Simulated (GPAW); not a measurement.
Set up this calculation in GPAW 26.7.0, as an ASE script.

```yaml
Task: band structure
Functional: PBEsol
Potentials_or_basis: PAW data sets generated in the run's folder for this functional
Cutoff: 600 eV
Basis: pw
k_mesh: 7 × 7 × 2
Occupations: fermi-dirac, width 0.05 eV
Spin: spin-orbit coupling, no magnetisation
Maxiter: 150
Band_path: GMKGALHA,LM,KH
Band_points: 100
spin_axis_theta_degrees: 54.7
spin_axis_phi_degrees: 45
Soc_after_scf: second variation
```

The structure of WS2 lies in WS2.cif:

```cif
data_WS2
_cell_length_a 3.18351636
_cell_length_b 3.18351636
_cell_length_c 16.95057789
_cell_angle_alpha 90.00000000
_cell_angle_beta 90.00000000
_cell_angle_gamma 120.00000000
_space_group_name_H-M_alt 'P-6m2'
_space_group_name_Hall 'P -6 2'
_space_group_IT_number 187
loop_
_space_group_symop_operation_xyz
'x,y,z'
'-x+y,-x,-z'
'-y,x-y,z'
'x,y,-z'
'-x+y,-x,z'
'-y,x-y,-z'
'-y,-x,-z'
'x,x-y,z'
'-x+y,y,-z'
'-y,-x,z'
'x,x-y,-z'
'-x+y,y,z'
loop_
_atom_site_label
_atom_site_type_symbol
_atom_site_symmetry_multiplicity
_atom_site_Wyckoff_symbol
_atom_site_fract_x
_atom_site_fract_y
_atom_site_fract_z
_atom_site_occupancy
W1 W 1 a 0.0000000000 0.0000000000 0.0000000000 1
S1 S 2 h 0.3333333333 0.6666666667 0.0920005100 1
```

The input as run:

run.py

```python
import numpy as np
from ase.dft.bandgap import bandgap
from ase.io import read, write
from ase.units import GPa
from gpaw import GPAW, PW, setup_paths
from gpaw.spinorbit import soc_eigenstates

setup_paths.insert(0, '.')

atoms = read('WS2.cif')

calc = GPAW(mode=PW(600),
            xc='PBEsol',
            kpts={'size': (7, 7, 2), 'gamma': True},
            occupations={'name': 'fermi-dirac', 'width': 0.05},
            nbands=25,
            convergence={'density': 1e-05, 'energy': 1e-05},
            maxiter=150,
            txt='gpaw.txt')
atoms.calc = calc
energy = atoms.get_potential_energy()
forces = atoms.get_forces()
stress = atoms.get_stress()
calc.write('gs.gpw')
write('result.traj', atoms)
print(f'Energy: {energy:.6f} eV')
print('Forces (eV/A):')
print(forces.round(4))
print('Stress (GPa):', (stress / GPa).round(3))
print('Fermi level:', round(calc.get_fermi_level(), 4), 'eV')
print(f'Gap: {bandgap(calc)[0]:.4f} eV, direct: {bandgap(calc, direct=True)[0]:.4f} eV')

path = atoms.cell.bandpath('GMKGALHA,LM,KH', npoints=100, eps=1e-4)
bs_calc = calc.fixed_density(kpts=path, symmetry='off', nbands=48,
                             convergence={'bands': 'CBM+6.0', 'eigenstates': 1e-6}, txt='bands.txt')
bs = bs_calc.band_structure()
bs.write('bs.json')
print(f'Gap on the path: {bandgap(bs_calc)[0]:.4f} eV')

soc = soc_eigenstates(bs_calc, theta=54.7, phi=45)
np.savetxt('soc_bands.dat', soc.eigenvalues(), fmt='%.4f')
mesh = soc_eigenstates('gs.gpw', theta=54.7, phi=45)
np.savetxt('soc_mesh.dat', mesh.eigenvalues(), fmt='%.4f')
print('Fermi level with spin-orbit coupling:', round(mesh.fermi_level, 4), 'eV')
```

Potentials or basis: PAW data sets generated in the run's folder for this functional, pw.

Command:

```sh
$ gpaw-setup -f PBEsol S W
$ OMP_NUM_THREADS=1 python run.py
```

It gave:

```
Largest force           : 0.122 eV/Å
Band gap along the path : 1.50 eV, direct
```

Caveat: spin-orbit coupling was added after a scalar SCF, so levels and gaps hold it while energy, forces, pressure and moments don't; this program's spin-orbit splittings come out too wide for heavy elements.

Run time: 4.3 min on 1 thread of Arm Neoverse V1, on a shared host, peak memory 0.79 GiB.
